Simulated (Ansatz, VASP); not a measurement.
## KBr in VASP and in Ansatz

```
Br K
1.0
     0.00000    3.36472    3.36472
     3.36472    0.00000    3.36472
     3.36472    3.36472    0.00000
Br K
1 1
Cartesian
  3.3647 3.3647 3.3647
  0.0000 0.0000 0.0000
```

Change from the starting cell: volume scaled by 1.06.

Alike in both runs: task single point; functional PBEsol; k mesh 7 × 7 × 7; occupations fermi-dirac, width 0.05 eV; no spin polarisation.

```csv
,VASP,Ansatz
version,VASP 6.6.1,Ansatz 0.2.0
potentials or method,"VASP PAW PBE potentials, release 64 (Br, K_sv), cutoff 520 eV","all-electron LAPW, scalar-relativistic"
```

Ansatz gave:

- gap on the k mesh at the Fermi level (eV): 4.15
- least direct gap on the mesh (eV): 4.15
- pressure (GPa): -1.0

Q: Which values does VASP return?

A: gap on the k mesh at the Fermi level (eV): 4.14; least direct gap on the mesh (eV): 4.14; pressure (GPa): -1.0.

Ansatz ran all-electron here, so the differences hold the error of VASP's frozen core and of both bases.

Caveats: an odd mesh through Γ misses points on the zone boundary, where band edges often lie; the PAW data sets were made with another functional, which shifts forces and pressure a little (VASP).
